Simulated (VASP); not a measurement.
# Sn (Im-3m) in VASP: further runs

Runs on Sn. Level: PBEsol. Tasks: single point.

All numbers are computed with VASP 6.6.1; they aren't measurements. Logs are shortened: lines on timing, memory, paths and dates and some standing lists are left out, and cuts for length are marked.

## Step 1: The structure

The structure is cubic, space group Im-3m (No. 229). Conventional cell: a = 3.789 Å, b = 3.789 Å, c = 3.789 Å, α = 90.00°, β = 90.00°, γ = 90.00°. Sn (site symmetry m-3m) is surrounded by 8 Sn at 3.28 Å.

This isn't the form of Sn at room conditions, which is tetragonal (white tin).

## Step 2: Single point, PBEsol

The input, INCAR:

```
SYSTEM = Sn
PREC = Accurate
ENCUT = 400
EDIFF = 1E-6
ISMEAR = -1
SIGMA = 0.02
LREAL = .False.
LASPH = .True.
NELM = 100
ALGO = Normal
ISIF = 2
LWAVE = .False.
LCHARG = .False.
GGA = PS
NBANDS = 13
ADDGRID = .False.
```

The input, KPOINTS:

```
Automatic mesh
0
Gamma
  7 7 7
  0 0 0
```

The input, POSCAR:

```
Sn
1.0
   -1.8946518192      1.8946518192      1.8946518192
    1.8946518192     -1.8946518192      1.8946518192
    1.8946518192      1.8946518192     -1.8946518192
Sn
1
Direct
    0.0000000000      0.0000000000      0.0000000000
```

Potentials or basis: VASP PAW PBE potentials, release 64 (Sn_d).

On the command line:

```bash
$ cat potpaw_PBE.64/Sn_d/POTCAR > POTCAR
$ mpirun -np 1 vasp_std > vasp.out
```

OUTCAR:

```text
SYSTEM = Sn
   PREC = Accurate
   ENCUT = 400
   EDIFF = 1E-6
   ISMEAR = -1
   LREAL = .False.
   LASPH = .True.
   NELM = 100
   ISIF = 2
   GGA = PS

 Found     20 irreducible k-points:

 Following reciprocal coordinates:
            Coordinates               Weight
  0.000000  0.000000  0.000000      1.000000
  0.142857  0.000000  0.000000     12.000000
  0.285714  0.000000  0.000000     12.000000
  0.428571  0.000000  0.000000     12.000000
  0.142857  0.142857  0.000000     24.000000
  0.285714  0.142857  0.000000     48.000000
   k-points           NKPTS =     20   k-points in BZ     NKDIM =     20   number of bands    NBANDS=     13
   number of dos      NEDOS =    301   number of ions     NIONS =      1
   total plane-waves  NPLWV =  13824
   dimension x,y,z NGX =    24 NGY =   24 NGZ =   24
   dimension x,y,z NGXF=    48 NGYF=   48 NGZF=   48
   ions per type =               1
   NGX,Y,Z   is equivalent  to a cutoff of  12.16, 12.16, 12.16 a.u.
   NGXF,Y,Z  is equivalent  to a cutoff of  24.32, 24.32, 24.32 a.u.
 SYSTEM =  Sn
   PREC   = accura    normal or accurate (medium, high low for compatibility)
   ISTART =      0    job   : 0-new  1-cont  2-samecut
   ICHARG =      2    charge: 1-file 2-atom 10-const
   ISPIN  =      1    spin polarized calculation?
   LNONCOLLINEAR =      F non collinear calculations
   LSORBIT =      F    spin-orbit coupling
   LASPH  =      T    aspherical Exc in radial PAW
   ENCUT  =  400.0 eV  29.40 Ry    5.42 a.u.   5.35  5.35  5.35*2*pi/ulx,y,z
   NELM   =    100;   NELMIN=  2; NELMDL= -5     # of ELM steps
   EDIFF  = 0.1E-05   stopping-criterion for ELM
   LREAL  =      F    real-space projection
   EDIFFG = 0.1E-04   stopping-criterion for IOM
   NSW    =      0    number of steps for IOM
   IBRION =     -1    ionic relax: 0-MD 1-quasi-New 2-CG
   NFREE  =      0    steps in history (QN), initial steepest desc. (CG)
   ISIF   =      2    stress and relaxation
   ISYM   =      2    0-nonsym 1-usesym 2-fastsym
   POTIM  = 0.5000    time-step for ionic-motion
   TEBEG  =    0.0;   TEEND  =   0.0 temperature during run
   PSTRESS=    0.0 pullay stress
   NELECT =      14.0000    total number of electrons
   NUPDOWN=      -1.0000    fix difference up-down
   EMIN   =  10.00;   EMAX   =-10.00  energy-range for DOS
   EFERMI =   0.00;   METHOD = LEGACY
   ISMEAR =    -1;   SIGMA  =   0.02  broadening in eV -4-tet -1-fermi 0-gaus
   EFERMI_NEDOS =   21; number of points for ismear=-14 and -15
   IALGO  =     38    algorithm
   IMIX   =      4    mixing-type and parameters
     AMIX     =   0.40;   BMIX     =  1.00
     AMIX_MAG =   1.60;   BMIX_MAG =  1.00
  volume/ion in A,a.u.               =      27.20       183.59
  Fermi-wavevector in a.u.,A,eV,Ry     =   1.311902  2.479136 23.416813  1.721087
  Thomas-Fermi vector in A             =   2.442332
   LORBIT       =      0    0 simple, 1 ext, 2 COOP (PROOUT), +10 PAW based schemes
   GGA     = PS    functional components
   LHFCALC =     F    Hartree Fock is set to
   AEXX    =    0.0000 exact exchange contribution
   IVDW    =     0    specifies the selected vdW correction
   LEPSILON=     F    determine dielectric tensor
   LRPA    =     F    only Hartree local field effects (RPA)
 non-spin polarized calculation
  energy-cutoff  :      400.00
  volume of cell :       27.20
 maximum number of plane-waves:       531
 NGX is ok and might be reduce to    24
   NGX = 11   NGY = 11   NGZ = 11

 number of electron      13.9999996 magnetization

 Free energy of the ion-electron system (eV)
  ---------------------------------------------------
  ext. energy  EPLUGINS =         0.00000000
  ---------------------------------------------------
  free energy    TOTEN  =        -4.24856457 eV

  energy without entropy =       -4.24575470  energy(sigma->0) =       -4.24715963

 E-fermi :   8.2538     XC(G=0): -10.4994

 val. band max:        7.8982742855   @ k =   0.1429   0.1429   0.1429
 cond. band min:       8.2784704132   @ k =   0.2857   0.1429   0.1429
 fundamental gap:      0.3801961277
 Fermi energy:         8.2537735035

 k-point     1 :       0.0000    0.0000    0.0000
  band No.  band energies     occupation
      1     -13.5183      2.00000
      2     -13.5183      2.00000
      3     -13.5183      2.00000
      4     -13.3788      2.00000
      5     -13.3788      2.00000
      6      -3.1720      2.00000
      7      15.8624      0.00000
      8      15.8624      0.00000
      9      15.8624      0.00000
     10      20.0376      0.00000
     11      20.0376      0.00000
     12      20.0376      0.00000
     13      20.6658      0.00000

 k-point     2 :       0.1429    0.0000    0.0000
  band No.  band energies     occupation
      1     -13.5269      2.00000
      2     -13.5062      2.00000
      3     -13.4769      2.00000
      4     -13.3880      2.00000
      5     -13.3800      2.00000
      6      -2.7269      2.00000
      7      12.8292      0.00000
      8      14.4984      0.00000
      9      15.2991      0.00000
     10      17.8901      0.00000
     11      18.2612      0.00000
     12      19.6740      0.00000
     13      21.5935      0.00000

 k-point     3 :       0.2857    0.0000    0.0000
  band No.  band energies     occupation
      1     -13.5464      2.00000
      2     -13.4923      2.00000
      3     -13.3977      2.00000
      4     -13.3826      2.00000
      5     -13.3825      2.00000
      6      -1.3930      2.00000
      7       8.3168      0.08204
      8      12.6844      0.00000
      9      14.1760      0.00000
     10      16.5685      0.00000
     11      16.9235      0.00000
     12      20.5957      0.00000
     13      22.4471      0.00000

 k-point     4 :       0.4286    0.0000    0.0000
  band No.  band energies     occupation
      1     -13.5620      2.00000
      2     -13.4994      2.00000
      3     -13.3890      2.00000
      4     -13.3844      2.00000
      5     -13.3055      2.00000
      6       0.7203      2.00000
      7       4.4900      2.00000
      8      11.6496      0.00000
      9      13.4422      0.00000
     10      15.9434      0.00000
     11      16.2643      0.00000
     12      22.3800      0.00000
     13      23.5861      0.00000

 k-point     5 :       0.1429    0.1429    0.0000
  band No.  band energies     occupation
      1     -13.5283      2.00000
      2     -13.5007      2.00000
      3     -13.4125      2.00000
      4     -13.3994      2.00000
      5     -13.3820      2.00000
      6      -1.8367      2.00000
      7      10.1885      0.00000
      8      11.7852      0.00000
      9      13.8810      0.00000
     10      17.9069      0.00000
     11      18.2468      0.00000
     12      20.3650      0.00000
     13      22.2041      0.00000

 k-point     6 :       0.2857    0.1429    0.0000
  band No.  band energies     occupation
      1     -13.5408      2.00000
      2     -13.4855      2.00000
      3     -13.3988      2.00000
      4     -13.3890      2.00000
      5     -13.3408      2.00000
      6      -0.0873      2.00000
      7       6.5044      2.00000
      8       9.9001      0.00000
      9      12.7897      0.00000
     10      17.1557      0.00000
     11      19.2051      0.00000
     12      20.3881      0.00000
     13      24.3123      0.00000

 [... further k-points ...]
[... 5 lines left out ...]
  --------------------------------------------------------------------------------------
  -------------------------------------------------------------------------------------
  Total       -0.3138687     -0.3138687     -0.3138687      0.0000000      0.0000000      0.0000000
  in kB      -18.4846119    -18.4846119    -18.4846119      0.0000000      0.0000000      0.0000000
  external PRESSURE =     -18.4846119 kB  Pullay stress =       0.0000000 kB

 VOLUME and BASIS-vectors are now :
 -----------------------------------------------------------------------------
  energy-cutoff  :      400.00
  volume of cell :       27.20
      direct lattice vectors                 reciprocal lattice vectors
    -1.894651819  1.894651819  1.894651819     0.000000000  0.263900731  0.263900731
     1.894651819 -1.894651819  1.894651819     0.263900731  0.000000000  0.263900731
     1.894651819  1.894651819 -1.894651819     0.263900731  0.263900731  0.000000000

 POSITION                                       TOTAL-FORCE (eV/Angst)
 -----------------------------------------------------------------------------------
      0.00000      0.00000      0.00000         0.000000      0.000000      0.000000
 -----------------------------------------------------------------------------------
    total drift:                                0.000000      0.000000     -0.000000

  FREE ENERGIE OF THE ION-ELECTRON SYSTEM (eV)
  ---------------------------------------------------
  free  energy   TOTEN  =        -4.2485645667 eV

  energy  without entropy=       -4.2457546996  energy(sigma->0) =       -4.24715963
```

Run time: 4.2 s. Hardware: 1 thread of Intel Xeon Platinum 8375C at 2.90GHz (Ice Lake), shared host; peak memory 0.13 GiB.

These settings aren't checked as converged: the numbers below hold their error.

What came out:

```
Free energy            : -4.2486 eV
Pressure               : -1.8 GPa
Band gap on the k mesh : none (metal or under the smearing width)
```

Caveat: the PAW data sets were made with another functional, which shifts forces and pressure a little.

## Step 3: Single point, PBEsol

Edit INCAR of step 2 so:

```diff
@@ -1,3 +1,3 @@
 SYSTEM = Sn
-PREC = Accurate
+PREC = Low
 ENCUT = 400
@@ -5,3 +5,3 @@
 ISMEAR = -1
-SIGMA = 0.02
+SIGMA = 0.1
 LREAL = .False.
```

KPOINTS is that of step 2.

POSCAR is that of step 2.

Potentials or basis: VASP PAW PBE potentials, release 64 (Sn_d).

On the command line:

```bash
$ cat potpaw_PBE.64/Sn_d/POTCAR > POTCAR
$ mpirun -np 1 vasp_std > vasp.out
```

OUTCAR:

```text
SYSTEM = Sn
   PREC = Low
   ENCUT = 400
   EDIFF = 1E-6
   ISMEAR = -1
   LREAL = .False.
   LASPH = .True.
   NELM = 100
   ISIF = 2
   GGA = PS

 Found     20 irreducible k-points:

 Following reciprocal coordinates:
            Coordinates               Weight
  0.000000  0.000000  0.000000      1.000000
  0.142857  0.000000  0.000000     12.000000
  0.285714  0.000000  0.000000     12.000000
  0.428571  0.000000  0.000000     12.000000
  0.142857  0.142857  0.000000     24.000000
  0.285714  0.142857  0.000000     48.000000
   k-points           NKPTS =     20   k-points in BZ     NKDIM =     20   number of bands    NBANDS=     13
   number of dos      NEDOS =    301   number of ions     NIONS =      1
   total plane-waves  NPLWV =   4096
   dimension x,y,z NGX =    16 NGY =   16 NGZ =   16
   dimension x,y,z NGXF=    16 NGYF=   16 NGZF=   16
   ions per type =               1
   NGX,Y,Z   is equivalent  to a cutoff of   8.11,  8.11,  8.11 a.u.
   NGXF,Y,Z  is equivalent  to a cutoff of   8.11,  8.11,  8.11 a.u.
 SYSTEM =  Sn
   PREC   = low       normal or accurate (medium, high low for compatibility)
   ISTART =      0    job   : 0-new  1-cont  2-samecut
   ICHARG =      2    charge: 1-file 2-atom 10-const
   ISPIN  =      1    spin polarized calculation?
   LNONCOLLINEAR =      F non collinear calculations
[... 56 lines left out ...]
 fundamental gap:      0.3805776142
 Fermi energy:         8.1263732766

 k-point     1 :       0.0000    0.0000    0.0000
  band No.  band energies     occupation
      1     -13.5204      2.00000
      2     -13.5204      2.00000
      3     -13.5188      2.00000
      4     -13.3787      2.00000
      5     -13.3787      2.00000
      6      -3.1715      2.00000
      7      15.8624      0.00000
      8      15.8625      0.00000
      9      15.8625      0.00000
     10      20.0380      0.00000
     11      20.0380      0.00000
     12      20.0381      0.00000
     13      20.6676      0.00000
[... 66 lines left out ...]
  band No.  band energies     occupation
      1     -13.5429      2.00000
      2     -13.4870      2.00000
      3     -13.3990      2.00000
      4     -13.3889      2.00000
      5     -13.3415      2.00000
      6      -0.0868      2.00000
      7       6.5047      2.00000
      8       9.9006      0.00000
      9      12.7901      0.00000
     10      17.1563      0.00000
     11      19.2056      0.00000
     12      20.3886      0.00000
     13      24.3127      0.00000

 [... further k-points ...]
[... 5 lines left out ...]
  --------------------------------------------------------------------------------------
  -------------------------------------------------------------------------------------
  Total       -0.2662659     -0.2662659     -0.2662659      0.0000000      0.0000000     -0.0000000
  in kB      -15.6811521    -15.6811521    -15.6811521      0.0000000      0.0000000     -0.0000000
  external PRESSURE =     -15.6811521 kB  Pullay stress =       0.0000000 kB

 VOLUME and BASIS-vectors are now :
 -----------------------------------------------------------------------------
  energy-cutoff  :      400.00
  volume of cell :       27.20
      direct lattice vectors                 reciprocal lattice vectors
    -1.894651819  1.894651819  1.894651819     0.000000000  0.263900731  0.263900731
     1.894651819 -1.894651819  1.894651819     0.263900731  0.000000000  0.263900731
     1.894651819  1.894651819 -1.894651819     0.263900731  0.263900731  0.000000000

 POSITION                                       TOTAL-FORCE (eV/Angst)
 -----------------------------------------------------------------------------------
      0.00000      0.00000      0.00000         0.000000      0.000000     -0.000000
 -----------------------------------------------------------------------------------
    total drift:                                0.000000      0.000000     -0.000000

  FREE ENERGIE OF THE ION-ELECTRON SYSTEM (eV)
  ---------------------------------------------------
  free  energy   TOTEN  =        -4.2666744380 eV

  energy  without entropy=       -4.2478229981  energy(sigma->0) =       -4.25724872
```

OSZICAR:

```text
N       E                     dE             d eps       ncg     rms          rms(c)
DAV:   1     0.731104173331E+02    0.73110E+02   -0.62358E+03   540   0.133E+03
DAV:   2     0.724200535099E+00   -0.72386E+02   -0.70263E+02   525   0.295E+02
DAV:   3    -0.418795263699E+01   -0.49122E+01   -0.48981E+01   651   0.681E+01
DAV:   4    -0.428317044745E+01   -0.95218E-01   -0.95200E-01   643   0.993E+00
DAV:   5    -0.428621145656E+01   -0.30410E-02   -0.30409E-02   637   0.177E+00    0.135E+00
DAV:   6    -0.427132312214E+01    0.14888E-01   -0.16719E-02   670   0.228E+00    0.721E-01
DAV:   7    -0.426694009305E+01    0.43830E-02   -0.91016E-03   655   0.158E+00    0.119E-01
DAV:   8    -0.426667375688E+01    0.26634E-03   -0.67776E-04   650   0.442E-01    0.203E-02
DAV:   9    -0.426667419000E+01   -0.43312E-06   -0.12225E-05   691   0.411E-02    0.126E-02
DAV:  10    -0.426667443796E+01   -0.24796E-06   -0.81504E-07   455   0.885E-03
   1 F= -.42666744E+01 E0= -.42572487E+01  d E =-.188514E-01
```

It took 2.2 s on 1 thread of Intel Xeon Platinum 8375C at 2.90GHz (Ice Lake), shared host; peak memory 0.1 GiB.

These settings aren't checked as converged: the numbers below hold their error.

Results:

```
Free energy            : -4.2667 eV
Pressure               : -1.6 GPa
Band gap on the k mesh : none (metal or under the smearing width)
```

Caveat: the PAW data sets were made with another functional, which shifts forces and pressure a little.

## Step 4: Single point, PBEsol

Edit INCAR of step 3 so:

```diff
@@ -1,3 +1,3 @@
 SYSTEM = Sn
-PREC = Low
+PREC = Normal
 ENCUT = 400
```

KPOINTS is that of step 3.

POSCAR is that of step 3.

On the command line:

```bash
$ cat potpaw_PBE.64/Sn_d/POTCAR > POTCAR
$ mpirun -np 1 vasp_std > vasp.out
```

Run time: 2.3 s. Hardware: 1 thread of Intel Xeon Platinum 8375C at 2.90GHz (Ice Lake), shared host; peak memory 0.11 GiB.

The run converged, but some of its settings lie outside the range that counts as converged, so its numbers aren't taken as properties of the crystal.

What came out:

```yaml
Free_energy: -4.2612 eV
Pressure: -1.9 GPa
Band_gap_on_the_k_mesh: none (metal or under the smearing width)
```

Caveat: the PAW data sets were made with another functional, which shifts forces and pressure a little.

[end of part 1 of 2]
